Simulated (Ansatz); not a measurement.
## CdSe (F-43m): volume and gaps against pressure

```yaml
crystal:
  lattice:
    - [3.04131, 3.04131, 0.00000]
    - [-3.04131, 3.04131, 0.00000]
    - [0.00000, 3.04131, 3.04131]
  atoms:
    - { symbol: Cd, position: [0.00000, 0.00000, 0.00000] }
    - { symbol: Se, position: [0.75000, 0.25000, 0.50000] }
```

This is the zero-pressure cell under PBEsol. Cell and atoms are relaxed by PAW (default files of Ansatz 0.2.0, cutoff 420 eV, stress met within about 0.05 GPa) at each pressure, in this structure whether or not another phase would take over; P is the pressure reached, less that of this cell. Levels come from PBEsol, all-electron LAPW in Ansatz 0.2.0, with spin-orbit coupling; k mesh 6×6×6, Fermi-Dirac smearing of 0.010 eV, basis error target 0.5 meV/atom. Conduction levels are in eV over the valence top (at Γ), at fixed fractional wave vectors. Zone-centre phonons come from finite displacements by PAW, without the LO-TO term.

```
P (GPa)    V/V₀      Γ      L      X  T2 TO (cm⁻¹)
  -2.00  1.0437  0.277  2.115  2.964         153.6
   0.00  1.0000  0.360  2.167  2.886         166.4
   2.02  0.9651  0.428  2.207  2.817         177.4
   4.02  0.9362  0.486  2.239  2.754         187.0
   7.00  0.9004  0.559  2.276  2.669         199.8
  10.01       ?      ?      ?      ?             ?
  14.98  0.8303  0.704  2.338  2.475         227.9
```

Question: Fit the third-order Birch-Murnaghan equation to the rows shown.

Answer: With f = [(V₀/V)^(2/3) − 1]/2, the normalised pressure F = P/[3f(1 + 2f)^(5/2)] is 50.9 GPa at f = -0.0141, 53.0 GPa at f = 0.0120, 53.4 GPa at f = 0.0225, 54.1 GPa at f = 0.0362, 55.5 GPa at f = 0.0660. The line F = B₀[1 + (3/2)(B′ − 4)f] gives B₀ = 52.0 GPa and B′ = 4.7.

Question: What are the volume deformation potentials and pressure coefficients of these levels at zero pressure?

Answer: 

```csv
level,dE/dlnV (eV),dE/dP = −(dE/dlnV)/B₀ (meV/GPa),mean slope up to 2.0 GPa (meV/GPa)
Γ,-1.94,37.2,33.9
L,-1.18,22.6,19.9
X,1.89,-36.3,-34.2
```

dE/dlnV is the slope of a cubic fit in ln V at V₀. The last column is read from two rows and shows how the slope bends with pressure.

Question: What mode Grüneisen parameters follow?

Answer: γ = −d ln ω/d ln V at V₀ from a quadratic fit in ln V: T2 1.82.

Question: Fill the row at 10.01 GPa.

Answer: The fits give V/V₀ = 0.8705 and Γ = 0.621 eV. Computed: V/V₀ = 0.8704, Γ = 0.621, L = 2.305, X = 2.591, T2 TO (cm⁻¹) = 211.2.

Limits of these numbers: this zinc-blende form is metastable at ambient conditions; no other phase was computed; many crystals of this kind change structure within this range, and rows or crossings beyond such a change describe a metastable lattice; coarse k mesh; the frozen-core PAW files of the relaxations were fitted under PBE, their cores solved anew for this functional; semilocal gaps are low, and the spacing of valleys can be off by tenths of an eV; levels are read at fixed fractional k, so an edge that moves off these points is missed.
